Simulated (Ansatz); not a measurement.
# P: the cost of one run

Program: Ansatz 0.2.0. Level of theory: DFT PBE, scalar-relativistic, plane waves, PAW. These are calculated values, not measurements.

**1. The system as given**

Symmetry: Ia-3, No. 206, cubic system. Conventional cell: a = 6.727 Å, b = 6.727 Å, c = 6.727 Å, α = 90.00°, β = 90.00°, γ = 90.00°. P (site symmetry 3) has 4 P at 2.40 to 2.42 Å as nearest neighbours.

Coordinates:

```cif
data_structure
_symmetry_space_group_name_H-M 'Ia-3'
_symmetry_Int_Tables_number 206
_cell_length_a 6.7273
_cell_length_b 6.7273
_cell_length_c 6.7273
_cell_angle_alpha 90.000
_cell_angle_beta 90.000
_cell_angle_gamma 90.000
_cell_volume 304.45
loop_
_atom_site_label
_atom_site_type_symbol
_atom_site_symmetry_multiplicity
_atom_site_Wyckoff_symbol
_atom_site_fract_x
_atom_site_fract_y
_atom_site_fract_z
_atom_site_occupancy
P1 P 16 c 0.10300 0.10300 0.10300 1
```

A structure generator made this guess: one element on all sites of the Si type (Ia-3, No. 206). Lengths come from tabulated atomic sizes and are only a guess.

**2. Probe: one point on a coarse mesh**

input.yaml reads:

```yaml
crystal:
  lattice:
    - [-3.36364746, 3.36364746, 3.36364746]
    - [3.36364746, -3.36364746, 3.36364746]
    - [3.36364746, 3.36364746, -3.36364746]
  atoms:
    - { symbol: P, position: [0.206, 0.206, 0.206] }
    - { symbol: P, position: [0.5, 0.0, 0.294] }
    - { symbol: P, position: [0.294, 0.5, 0.0] }
    - { symbol: P, position: [0.0, 0.294, 0.5] }
    - { symbol: P, position: [0.794, 0.794, 0.794] }
    - { symbol: P, position: [0.5, 0.0, 0.706] }
    - { symbol: P, position: [0.706, 0.5, 0.0] }
    - { symbol: P, position: [0.0, 0.706, 0.5] }
basis:
  ecutwfc: 420
kpoints:
  mp_grid: { grid: [4, 4, 4] }
hamiltonian:
  xc: pbe
scf:
  occupations: { method: gaussian, width: 0.1 }
  lower_state_search: "off"
output:
  forces: true
  stress: true
  eigenvalues: true
```

Run with:

```sh
> ansatz run input.yaml --threads 1 --pin off --max-ram 2048MiB --backend cpu --events-out ev --progress --plain --runs-dir out
```

Q: Estimate wall time and peak memory on 1 thread of Arm Neoverse V2, shared host.

About 2.6 s, with a peak of 0.34 GiB.
